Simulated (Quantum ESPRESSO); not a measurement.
Runs of Quantum ESPRESSO 7.5 on CaSe. The structure is cubic, space group Fm-3m (No. 225). The conventional cell has a = 5.912 Å, b = 5.912 Å, c = 5.912 Å, α = 90.00°, β = 90.00°, γ = 90.00°. Around Se (site symmetry m-3m) lie 6 Ca at 2.96 Å. Ca (site symmetry m-3m) has 6 Se at 2.96 Å as nearest neighbours. 

```csv
k mesh,mesh quality,pressure (GPa)
"8 × 8 × 8, shifted",not flagged,-1.1
"4 × 4 × 4, shifted",not flagged,(a)
"2 × 2 × 2, shifted",coarse,-1.5
"6 × 6 × 6, shifted",not flagged,-1.1
```

Alike in all rows: task dielectric tensor; level PBEsol; potentials or basis PseudoDojo 0.4.1 SR PBEsol standard; no spin polarisation; cell as given; cutoff (eV) 1170; smearing fermi-dirac 0.05 eV.

**Question.** Fill in the values left out.

**Answer.** (a) -1.2.

Caveats: some runs use coarse meshes.
